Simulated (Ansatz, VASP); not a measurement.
Zn in VASP and in Ansatz

File INCAR:

```
SYSTEM = Zn
ALGO = Fast ; EDIFF = 1E-6
ENCUT = 520 ; GGA = PE
ISIF = 2 ; ISMEAR = 0
LASPH = .True. ; LCHARG = .False.
LREAL = .False. ; LWAVE = .False.
NBANDS = 12 ; NELM = 100
PREC = Accurate ; SIGMA = 0.15
```

The input KPOINTS:

```
k-points
0
Gamma
  20 20 20
  0 0 0
```

The input POSCAR:

```
Zn
1.0
    0.0000000000      1.9647760000      1.9647760000
    1.9647760000      0.0000000000      1.9647760000
    1.9647760000      1.9647760000      0.0000000000
Zn
1
Direct
    0.0000000000      0.0000000000      0.0000000000
```

Input for Ansatz:

```yaml
crystal:
  lattice:
    - [0.0, 1.964776, 1.964776]
    - [1.964776, 0.0, 1.964776]
    - [1.964776, 1.964776, 0.0]
  atoms:
    - { symbol: Zn, position: [0.0, 0.0, 0.0] }
basis:
  ecutwfc: 420
kpoints:
  mp_grid: { grid: [20, 20, 20] }
hamiltonian:
  xc: pbe
scf:
  occupations: { method: gaussian, width: 0.15 }
output:
  forces: true
  stress: true
  eigenvalues: true
```

This isn't the form of Zn at room conditions, which is hcp.

Alike in both runs: task single point; functional PBE; k mesh 20 × 20 × 20; occupations gaussian, width 0.15 eV; no spin polarisation.

```csv
,VASP,Ansatz
version,VASP 6.6.1,Ansatz 0.2.0
potentials or method,"VASP PAW PBE potentials, release 64 (Zn)","scalar-relativistic, plane waves, PAW"
plane-wave cutoff (eV),520,420
valence electrons in the cell,12,12
```

Ansatz gave:

* gap on the k mesh at the Fermi level (eV): none
* pressure (GPa): 0.0

Which values does VASP return?

gap on the k mesh at the Fermi level (eV): none; pressure (GPa): 0.3.

A gap of «none» marks a metal or a gap that the smearing closes. The functional is the same, so the differences come from potentials, cutoffs and numerics.
